A k mesh with N divisions along an edge samples N evenly spaced phase shifts between one cell and the next. The summed energy of the filled bands varies with this phase, and can be written as its mean plus waves that belong to distances of 1, 2, 3, … cells. Averaged over the N phases, the waves for 1 to N−1 cells cancel, as they do in the full average. The first one that wrongly survives reaches across N cells, so N times the edge length is the distance after which the electrons are treated as if they repeated. In an insulator these waves fade rapidly with distance, and a modest mesh can suffice. For the quartz cell below, relaxed with one k point, that repeat comes at only 5.1 Å in the plane and 5.5 Å along c.

Ansatz 0.2.0, PBE with PAW potentials (soft_2 set) and a 420 eV plane-wave cutoff: SiO2 in the β-quartz structure (P6_422, 9 atoms), with cell and atoms relaxed to zero pressure. The k meshes are Gamma-centred, with Gaussian smearing of 0.02 eV. Volume changes are relative to the common starting cell; a and c are edges of the relaxed cell.

| k mesh | volume per atom (Å³) | volume change (%) | length a (Å) | length c (Å) |
| --- | --- | --- | --- | --- |
| 1x1x1 | 13.601 | -0.400 | 5.080 | 5.477 |
| 3x3x1 | 13.981 | 2.380 | 5.110 | 5.564 |
| 3x3x2 | 14.008 | 2.580 | 5.105 | 5.585 |
| 3x3x4 | 14.008 | 2.580 | 5.105 | 5.585 |
| 6x6x4 | 14.008 | 2.580 | 5.105 | 5.585 |

**One k point: a cell that shrinks**

The volume change is counted from the common starting cell. With the 1x1x1 mesh the cell contracts by 0.4 %, while on every other mesh it expands by more than 2 %. It ends 2.9 % smaller than on the 6x6x4 mesh, which serves here as the reference. All runs began from the same atoms in the same cell, so the difference comes from the sampling.

The usual suspect in k-point trouble is a set of partly filled bands, whose occupations jump as the mesh changes. That is a real problem in metals, but it does not arise here. The gap between filled and empty bands stays above 5.5 eV on each mesh, more than two hundred times the width used to smear the occupations. The bands are properly filled; what goes wrong is the average over them.

A more tempting explanation is that poor sampling misjudges the pressure, and that the volume simply follows. It can be tested by proportion. On the 3x3x4 mesh, a starting pressure of 4.98 GPa, pushing outwards, led to an expansion of 2.58 %. With one k point the starting pressure was 4.23 GPa, so the expansion should be 2.58 % × 4.23 / 4.98 ≈ 2.2 %. The cell shrank instead, so an error in the starting pressure cannot be the whole story.

The forces on the atoms show a far larger error. Symmetry fixes the silicon atoms and leaves the oxygen atoms one free coordinate, along which they can slide. At the start, the force along it is 0.89 eV/Å with one k point and 0.25 eV/Å on the 3x3x4 mesh. The pressure is thus misjudged by 15 %, but the force by a factor of more than three.

Each oxygen atom sits a little off the line between its two silicon neighbours, and it can slide only away from that line or back towards it. If it moves away while the bonds keep their length, the silicon atoms are drawn together and the cell tends to shrink. A simple model puts this into one line. Let s be the relative volume change, u the oxygen displacement, P the starting pressure and F the starting force. For small changes the energy holds the work of P on s and of F on u, a spring energy for each, and a term proportional to s·u that ties them together. Setting both derivatives to zero and eliminating u leaves

s = A·P + B·F

where A and B depend only on the springs and their coupling.

The two coefficients were set by the 1x1x1 and 3x3x4 rows, which the model therefore reproduces by construction. B comes out negative: the stronger the force on oxygen, the smaller the final cell. A push away from the silicon–silicon line would do just that, and with one k point the starting force on oxygen does point away from the line. In this picture the single k point sends the oxygen atoms too far off the line, and the cell shrinks despite the outward pressure at the start. The model assumes equal springs on each mesh and ignores the shape of the cell, and the shape is where the picture falls short. Each oxygen atom lies c/6 above or below its silicon neighbours wherever it slides, so with stiff tetrahedra the slide is expected to shorten a rather than c. Yet with one k point the relaxed c falls short of the reference by far more than the relaxed a does. Measured from the starting cell, only c shrinks, from 5.541 to 5.477 Å, while a grows from 5.06 to 5.080 Å. The single k point probably also misjudges how the stress divides between the plane and c. The mean pressure hides such an error, and B may have absorbed part of it.

**Three divisions in the plane: a volume that flatters**

The 3x3x1 row was kept out of the fit and can test it. Pressure alone predicts an expansion of 2.50 %, pressure and force together 2.36 %, and the calculation gives 2.38 %. The force term thus moves the estimate the right way and by about the right amount. This is support from one row, and that row starts out close to the 3x3x4 one. The model also takes the force in the two finer runs to point away from the line, as it does with one k point; if it pointed back towards the line in both, the prediction would worsen to 2.58 %. The printed output after this text gives these estimates side by side.

In this row the electrons repeat after 15 Å in the plane but still after less than 6 Å along c. The volume is nevertheless within 0.2 % of the reference, which looks better than it is. Length a is 0.005 Å too long and length c is 0.021 Å too short. Since a counts twice in the volume, its excess hides about half of the shortfall in c.

It would be natural to suppose that each edge answers to the mesh along its own direction. Length c contradicts this: it grows by 0.087 Å when only the in-plane mesh is refined, and by a further 0.021 Å when the mesh along c is doubled. The stress along c is an average over the whole mesh, so poor sampling in the plane can spoil it too. Only the mean starting pressures were compared here, not the stress along c, so this reading remains untested.

The energy carries a warning of its own. On the 3x3x1 mesh it lies about 6 meV per atom below the reference, although the structure is the less accurate one. A coarser mesh can err to either side, so a lower energy is no sign of a better mesh. Energies of two structures should be compared only when both are sampled equally well.

**Two divisions along c: nothing left to gain**

From 3x3x2 onwards the volume and both edge lengths stay the same to the last printed digit. The shortest repeat is now 11 Å, and the waves that survive across it no longer affect the structure visibly. Doubling the mesh along c again, and then the mesh in the plane, changes nothing of note.

What has settled is the effect of the mesh, not the volume of quartz in nature. The retained symmetry holds the crystal in its high-temperature β form, in which the tetrahedra cannot tilt into the denser α form. The PBE functional also tends to make silica crystals somewhat too large, and no finer mesh can cure that. The plane-wave cutoff was the same throughout, so its effect on the volume remains untested.

For this crystal the practical rule is to judge a mesh by its repeat length and to check the edges as well as the volume. A repeat of 11 Å along c and 15 Å in the plane is enough; one of 5.6 Å along c is not, even when the plane is well sampled. No mesh with two divisions in the plane was run, so a shorter in-plane repeat might also do. The same rule carries over to a larger cell of the same crystal: if the cell is doubled along c, one division there samples exactly what two did before.

Numerical output:

```
Errors against the 6x6x4 mesh:
    row  volume error in %  error of a in angstrom  error of c in angstrom  energy error in meV per atom
  1x1x1             -2.905                  -0.025                  -0.108                         88.27
  3x3x1            -0.1927                   0.005                  -0.021                        -5.822
  3x3x2                  0                       0                       0                         0.034
  3x3x4                  0                       0                       0                         0.029
  6x6x4                  0                       0                       0                             0
Length after which the electrons repeat:
    row  along a in angstrom  along c in angstrom
  1x1x1                 5.08                5.477
  3x3x1                15.33                5.564
  3x3x2                15.32                11.17
  3x3x4                15.32                22.34
  6x6x4                30.63                22.34
Smallest gap on any mesh divided by the smearing width of 0.02 eV: 277.6
Growth of c when only the in-plane mesh goes from 1x1 to 3x3 in angstrom: 0.087
Growth of c when the mesh along c goes from 1 to 2 in angstrom: 0.021
Starting force in 1x1x1 divided by that in 3x3x4: 3.581
Starting pressure in 1x1x1 divided by that in 3x3x4: 0.8501
Pressure alone predicts for 1x1x1 a volume change in %: 2.193
Pressure alone predicts for 3x3x1 a volume change in %: 2.499
Miss of pressure alone for 3x3x1 in percentage points: 0.1195
Pressure and force with equal signs predict for 3x3x1 a volume change in %: 2.363
Miss of pressure and force for 3x3x1 in percentage points: -0.01692
Same model with opposite force in 1x1x1 predicts for 3x3x1 in %: 2.584
```
